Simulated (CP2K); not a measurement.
# TaN (P-62m) in CP2K: notebook, part 4 of 4

CP2K 2026.2. The steps go on from the part before.

### 6 Single point, optB88-vdW

tan_scf.inp

```
&GLOBAL
  PROJECT tan_scf
  RUN_TYPE ENERGY_FORCE
  PRINT_LEVEL LOW
&END GLOBAL
&FORCE_EVAL
  METHOD QS
  STRESS_TENSOR ANALYTICAL
  &DFT
    BASIS_SET_FILE_NAME BASIS_MOLOPT_UZH
    POTENTIAL_FILE_NAME POTENTIAL_UZH
    &MGRID
      CUTOFF 675
      REL_CUTOFF 60
      NGRIDS 4
    &END MGRID
    &QS
      METHOD GPW
      EPS_DEFAULT 1.0E-9
    &END QS
    &KPOINTS
      SCHEME MONKHORST-PACK 6 6 9
      GAMMA_CENTERED T
      SYMMETRY T
      SYMMETRY_BACKEND SPGLIB
    &END KPOINTS
    &SCF
      SCF_GUESS ATOMIC
      EPS_SCF 1.0E-6
      MAX_SCF 100
      ADDED_MOS 27
      CHOLESKY OFF
      EPS_EIGVAL 1.0E-7
      &DIAGONALIZATION ON
        ALGORITHM STANDARD
      &END DIAGONALIZATION
      &MIXING ON
        METHOD BROYDEN_MIXING
        ALPHA 0.4
        BETA 1.5
        NBUFFER 8
      &END MIXING
      &SMEAR ON
        METHOD FERMI_DIRAC
        ELECTRONIC_TEMPERATURE 580.23
      &END SMEAR
    &END SCF
    &XC
      &XC_FUNCTIONAL
        &GGA_X_OPTB88_VDW
        &END GGA_X_OPTB88_VDW
        &LDA_C_PW
        &END LDA_C_PW
      &END XC_FUNCTIONAL
      &VDW_POTENTIAL
        POTENTIAL_TYPE NON_LOCAL
        &NON_LOCAL
          TYPE DRSLL
          KERNEL_FILE_NAME vdW_kernel_table.dat
          CUTOFF 300
        &END NON_LOCAL
      &END VDW_POTENTIAL
    &END XC
    &PRINT
      &KPOINTS ON
      &END KPOINTS
      &MULLIKEN ON
      &END MULLIKEN
      &MO ON
        ENERGIES T
        OCCUPATION_NUMBERS T
        &EACH
          QS_SCF 0
        &END EACH
        ADD_LAST NUMERIC
      &END MO
      &LOWDIN ON
      &END LOWDIN
      &HIRSHFELD ON
        SHAPE_FUNCTION DENSITY
      &END HIRSHFELD
      &E_DENSITY_CUBE ON
        STRIDE 1
      &END E_DENSITY_CUBE
      &V_HARTREE_CUBE ON
        STRIDE 1
      &END V_HARTREE_CUBE
      &ELF_CUBE ON
        STRIDE 1
      &END ELF_CUBE
    &END PRINT
  &END DFT
  &SUBSYS
    &CELL
      ABC 5.1960000000 5.1960000000 2.9110000000
      ALPHA_BETA_GAMMA 90.0000000000 90.0000000000 119.9999999998
      PERIODIC XYZ
    &END CELL
    &COORD
      SCALED
      Ta  0.0000000000 0.0000000000 0.0000000000
      Ta  0.6666666667 0.3333333333 0.5000000000
      Ta  0.3333333333 0.6666666667 0.5000000000
      N   0.0000000000 0.3928500000 0.0000000000
      N   0.6071500000 0.6071500000 0.0000000000
      N   0.3928500000 0.0000000000 0.0000000000
    &END COORD
    &KIND Ta
      BASIS_SET DZVP-MOLOPT-PBE-GTH-q13
      POTENTIAL GTH-PBE-q13
    &END KIND
    &KIND N
      BASIS_SET DZVP-MOLOPT-PBE-GTH-q5
      POTENTIAL GTH-PBE-q5
    &END KIND
    &PRINT
      &ATOMIC_COORDINATES ON
      &END ATOMIC_COORDINATES
      &CELL ON
      &END CELL
    &END PRINT
  &END SUBSYS
  &PRINT
    &FORCES ON
    &END FORCES
    &STRESS_TENSOR ON
    &END STRESS_TENSOR
  &END PRINT
&END FORCE_EVAL
```

Potentials or basis: POTENTIAL_UZH Ta GTH-PBE-q13, N GTH-PBE-q5; DZVP-MOLOPT-PBE-GTH basis.

On the command line:

```bash
> OMP_NUM_THREADS=1 cp2k.psmp -i tan_scf.inp -o tan_scf.out
```

tan_scf.out:

```text

 CP2K| version string:                                       CP2K version 2026.2
 CP2K| Input file name                                               tan_scf.inp

 GLOBAL| Force Environment number                                              1
 GLOBAL| Basis set file name                                    BASIS_MOLOPT_UZH
 GLOBAL| Potential file name                                       POTENTIAL_UZH
 GLOBAL| MM Potential file name                                     MM_POTENTIAL
 GLOBAL| Coordinate file name                                      __STD_INPUT__
 GLOBAL| Method name                                                        CP2K
 GLOBAL| Project name                                                    tan_scf
 GLOBAL| Run type                                                   ENERGY_FORCE
 GLOBAL| FFT library                                                       FFTW3
[... 6 lines left out ...]
 GLOBAL| Total number of message passing processes                             1
 GLOBAL| Number of threads for this process                                    1
 GLOBAL| CPU model name                                                  UNKNOWN

 CELL| Volume [angstrom^3]:                                            68.063005
 CELL| Vector a [angstrom]:       5.196     0.000     0.000   |a| =     5.196000
 CELL| Vector b [angstrom]:      -2.598     4.500     0.000   |b| =     5.196000
 CELL| Vector c [angstrom]:       0.000     0.000     2.911   |c| =     2.911000
 CELL| Angle (b,c), alpha [degree]:                                    90.000000
 CELL| Angle (a,c), beta  [degree]:                                    90.000000
 CELL| Angle (a,b), gamma [degree]:                                   120.000000
 CELL| Numerically orthorhombic:                                              NO
 CELL| Periodicity                                                           XYZ

 CELL_REF| Volume [angstrom^3]:                                        68.063005
 CELL_REF| Vector a [angstrom     5.196     0.000     0.000   |a| =     5.196000
 CELL_REF| Vector b [angstrom    -2.598     4.500     0.000   |b| =     5.196000
 CELL_REF| Vector c [angstrom     0.000     0.000     2.911   |c| =     2.911000
 CELL_REF| Angle (b,c), alpha [degree]:                                90.000000
 CELL_REF| Angle (a,c), beta  [degree]:                                90.000000
 CELL_REF| Angle (a,b), gamma [degree]:                               120.000000
 CELL_REF| Numerically orthorhombic:                                          NO
 CELL_REF| Periodicity                                                       XYZ
[... 10 lines left out ...]

  Total number of            - Atomic kinds:                                   2
                             - Atoms:                                          6
                             - Shell sets:                                     6
                             - Shells:                                        39
                             - Primitive Cartesian functions:                 33
                             - Cartesian basis functions:                    135
                             - Spherical basis functions:                    117

  Maximum angular momentum of- Orbital basis functions:                        3
                             - Local part of the GTH pseudopotential:          2
                             - Non-local part of the GTH pseudopotential:      4

 MODULE QUICKSTEP: ATOMIC COORDINATES IN ANGSTROM

   Atom Kind Element         X             Y             Z       Z(eff)     Mass
      1    1 Ta   73      0.000000      0.000000      0.000000  13.0000 180.9479
      2    1 Ta   73      2.598000      1.499956      1.455500  13.0000 180.9479
      3    1 Ta   73     -0.000000      2.999912      1.455500  13.0000 180.9479
      4    2 N     7     -1.020624      1.767773      0.000000   5.0000  14.0067
      5    2 N     7      1.577376      2.732095      0.000000   5.0000  14.0067
      6    2 N     7      2.041249      0.000000      0.000000   5.0000  14.0067

 SCF PARAMETERS         Density guess:                                    ATOMIC
[... 105 lines left out ...]
  Total charge density on r-space grids:       -0.0000000286
  Total charge density g-space grids:          -0.0000000286

  Overlap energy of the core charge distribution:               0.00000003151665
  Self energy of the core charge distribution:               -334.45194441678927
  Core Hamiltonian energy:                                     78.13955533445427
  Hartree energy:                                              80.07686703941278
  Exchange-correlation energy:                                -29.13871376163851
  Dispersion energy:                                            0.23096708393982
  Electronic entropic energy:                                  -0.00023801007226
  Fermi energy:                                                 0.54000783801152

  Total energy:                                              -205.14350669902055
  Total energy (extrapolated to T->0):                       -205.14338769398441

 MO| EIGENVALUES AND OCCUPATION NUMBERS FOR K POINT 1
 MO|
 MO|  Index      Eigenvalue [a.u.]        Eigenvalue [eV]             Occupation
 MO|      1              -2.003953             -54.530344               2.000000
 MO|      2              -2.003953             -54.530344               2.000000
 MO|      3              -1.980589             -53.894573               2.000000
 MO|      4              -0.805836             -21.927899               2.000000
 MO|      5              -0.805835             -21.927899               2.000000
 MO|      6              -0.794295             -21.613870               2.000000
[... 830 lines left out ...]
 MO|     53               1.290052              35.104088               0.000000
 MO|     54               1.293212              35.190095               0.000000
 MO| Sum:                                                              54.000040
 MO| E(Fermi):            0.540008 a.u.         14.694361 eV

 [... the levels of further k-points ...]

 The electron density is written in Cube    file format to the file:

 tan_scf-ELECTRON_DENSITY-1_0.cube

 !-----------------------------------------------------------------------------!
                     Mulliken Population Analysis

 #  Atom  Element  Kind  Atomic population                           Net charge
       1     Ta       1         12.524568                              0.475432
       2     Ta       1         12.421336                              0.578664
       3     Ta       1         12.421335                              0.578665
       4     N        2          5.544253                             -0.544253
       5     N        2          5.544254                             -0.544254
       6     N        2          5.544253                             -0.544253
 # Total charge                             54.000000                  0.000000

 !-----------------------------------------------------------------------------!

 !-----------------------------------------------------------------------------!
                           Hirshfeld Charges

  #Atom  Element  Kind  Ref Charge     Population                    Net charge
      1       Ta     1      13.000         12.744                         0.256
      2       Ta     1      13.000         12.648                         0.352
      3       Ta     1      13.000         12.648                         0.352
      4       N      2       5.000          5.320                        -0.320
      5       N      2       5.000          5.320                        -0.320
      6       N      2       5.000          5.320                        -0.320

  Total Charge                                                            0.000
 !-----------------------------------------------------------------------------!

 LOWDIN POPULATION ANALYSIS

 #  Atom  Element  Kind  Atomic population                           Net charge
       1     Ta       1         12.920891                              0.079109
       2     Ta       1         13.085333                             -0.085333
       3     Ta       1         13.084057                             -0.084057
       4     N        2          5.019862                             -0.019862
       5     N        2          4.937773                              0.062227
       6     N        2          4.952085                              0.047915
 # Total charge                             54.000000                  0.000000

               ----- ELF is computed on the real space grid -----

 ELF is written in Cube    file format to the file:

 tan_scf-ELF_S1-1_0.cube

 ENERGY| Total FORCE_EVAL ( QS ) energy [hartree]           -205.143503661483123

 FORCES| Atomic forces [hartree/bohr]
 FORCES|   Atom     x               y               z               |f|
 FORCES|      1  2.97592131E-07  2.09033815E-07 -1.96410562E-10   3.63670526E-07
 FORCES|      2  5.31994307E-08 -1.36359679E-07  9.74065954E-12   1.46369879E-07
 FORCES|      3  4.47334062E-08  1.33390701E-07  9.75170039E-12   1.40691708E-07
 FORCES|      4 -7.58862962E-05  1.30992451E-04  2.21552191E-11   1.51386103E-04
 FORCES|      5 -7.62681714E-05 -1.31819375E-04 -7.04461540E-11   1.52293078E-04
 FORCES|      6  1.51346684E-04 -9.31881406E-08  2.20825576E-11   1.51346713E-04
 FORCES| Sum    -4.12258251E-07 -7.14047471E-07 -2.03126580E-10
 FORCES| Total atomic force                                       8.24512400E-07

 STRESS| Analytical stress tensor [bar]
 STRESS|                        x                   y                   z
 STRESS|      x        2.67250441827E+04  -1.46446696959E-01  -3.59907949879E-05
 STRESS|      y       -1.46446696959E-01   2.67216974683E+04  -6.21266277761E-05
 STRESS|      z       -3.59907949879E-05  -6.21266277761E-05   2.15243848839E+04
 STRESS| 1/3 Trace                                             2.49903755116E+04
 STRESS| Determinant                                           1.53713929128E+13

 STRESS| Eigenvectors and eigenvalues of the analytical stress tensor [bar]
 STRESS|                        1                   2                   3
 STRESS| Eigenvalues   2.15243848839E+04   2.67216910723E+04   2.67250505788E+04
 STRESS|      x           0.000000006921      0.043633284728      0.999047614713
 STRESS|      y           0.000000011954      0.999047614713     -0.043633284728
 STRESS|      z           1.000000000000     -0.000000012244     -0.000000006393
```

Wall time 2.3 min (1 thread of Arm Neoverse V1, shared host); peak memory 0.65 GiB.

What came out:

```yaml
Free_energy: -5582.2386 eV
Pressure: 2.5 GPa
Largest_force: 0.008 eV/Å
Band_gap_on_the_k_mesh: none (metal or under the smearing width)
Mulliken_charges: Ta +0.48, +0.58; N -0.54 e
Hirshfeld_charges: Ta +0.26, +0.35; N -0.32 e
```

Forces on the atoms (eV/Å):
```
Ta   0.000  0.000  0.000
Ta   0.000  0.000  0.000
Ta   0.000  0.000  0.000
N   -0.004  0.007  0.000
N   -0.004 -0.007  0.000
N    0.008  0.000  0.000
```

Caveat: Mulliken charges move with the basis; the potentials were made for another functional, which shifts forces and pressure; the basis of atomic orbitals isn't converged, which shifts pressures, moduli and gaps.

### 7 Overview

| level | cutoff of the non-local correlation (Ry) | gap on the mesh (eV) | pressure (GPa) | largest force (eV/Å) |
| --- | --- | --- | --- | --- |
| PBE | - | none | 1.3 | 0.04 |
| LDA | - | none | -8.3 | 0.03 |
| PBEsol | - | none | -5.2 | 0.05 |
| vdW-DF2 | 300 | none | 17.9 | 0.02 |
| optB88-vdW | 300 | none | 2.5 | 0.01 |

Alike in all rows: task single point; potentials or basis POTENTIAL_UZH Ta GTH-PBE-q13, N GTH-PBE-q5; DZVP-MOLOPT-PBE-GTH basis; no spin polarisation; cell as given; k mesh 6 × 6 × 9; smearing fermi-dirac 0.05 eV.

Caveats: the basis of atomic orbitals isn't converged, which shifts pressures, moduli and gaps; the potentials were made for another functional, which shifts forces and pressure (some runs).

Total energies depend on the potentials used, so only differences within one code and one set of settings carry meaning.
